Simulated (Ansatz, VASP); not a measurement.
Sb in VASP and in Ansatz

File INCAR:

```
SYSTEM = Sb
ALGO = Normal
EDIFF = 1E-7
ENCUT = 520
ISIF = 2
ISMEAR = -1
LASPH = .True.
LCHARG = .False.
LREAL = .False.
LWAVE = .False.
NBANDS = 8
NELM = 100
PREC = Accurate
SIGMA = 0.05
```

Contents of KPOINTS:

```
k-points
0
Gamma
  8 8 8
  0 0 0
```

POSCAR

```
Sb
1.0
    3.1387913073      0.0000000000      0.0000000000
    0.0000000000      3.1387913073      0.0000000000
    0.0000000000      0.0000000000      3.1387913073
Sb
1
Direct
    0.0000000000      0.0000000000      0.0000000000
```

input.yaml

```yaml
crystal:
  lattice:
    - [3.1387913073, 0.0, 0.0]
    - [0.0, 3.1387913073, 0.0]
    - [0.0, 0.0, 3.1387913073]
  atoms:
    - { symbol: Sb, position: [0.0, 0.0, 0.0] }
hamiltonian:
  xc: lda
  pseudopotentials: { kind: paw }
kpoints:
  mp_grid: { grid: [8, 8, 8] }
scf:
  occupations: { method: fermi_dirac, width: 0.05 }
output:
  forces: true
  stress: true
  eigenvalues: true
  write_density: true
  write_potential: true
  elf: true
  volumetric_format: npy
```

This isn't the form of Sb at room conditions, which is rhombohedral.

Alike in both runs: task single point; functional LDA; k mesh 8 × 8 × 8; occupations fermi-dirac, width 0.05 eV; no spin polarisation.

|  | VASP | Ansatz |
| --- | --- | --- |
| version | VASP 6.6.1 | Ansatz 0.2.0 |
| potentials or method | VASP PAW LDA potentials, release 64 (Sb) | Ansatz PAW |
| plane-wave cutoff (eV) | 520 | 420 |
| valence electrons in the cell | 5 | 15 |

```csv
,VASP,Ansatz,Ansatz less VASP
gap on the k mesh at the Fermi level (eV),none,none,-
pressure (GPa),-4.7,-4.9,-0.13
```

A gap of «none» marks a metal or a gap that the smearing closes. The two sets of potentials don't hold the same shells in valence.

Caveats: the PAW data sets come from PBE, with cores solved anew for the run's functional, which leaves a small shift of forces and pressure (Ansatz). Spin-orbit coupling is left out, which matters for the levels of Sb.
